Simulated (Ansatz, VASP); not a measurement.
## Au in VASP and in Ansatz

```xyz
1
Lattice="0.0000 2.0789 2.0789 2.0789 0.0000 2.0789 2.0789 2.0789 0.0000" Properties=species:S:1:pos:R:3 pbc="T T T"
Au    0.0000    0.0000    0.0000
```

Alike in both runs: functional PBE; k mesh 18 × 18 × 18; occupations gaussian, width 0.1 eV; no spin polarisation.

Ansatz relaxed the structure, and its values are those at the end. VASP's run is a single point on that final structure, the one shown.

|  | VASP | Ansatz |
| --- | --- | --- |
| version | VASP 6.6.1 | Ansatz 0.2.0 |
| potentials or method | VASP PAW PBE potentials, release 64 (Au) | scalar-relativistic, plane waves, PAW |
| plane-wave cutoff (eV) | 520 | 420 |
| valence electrons in the cell | 11 | 19 |

```csv
,VASP,Ansatz,Ansatz less VASP
gap on the k mesh at the Fermi level (eV),none,none,-
pressure (GPa),-0.2,0.0,+0.17
```

A gap of «none» marks a metal or a gap that the smearing closes. The two sets of potentials don't hold the same shells in valence.

The runs have no spin-orbit coupling, so splittings on Au are missing.
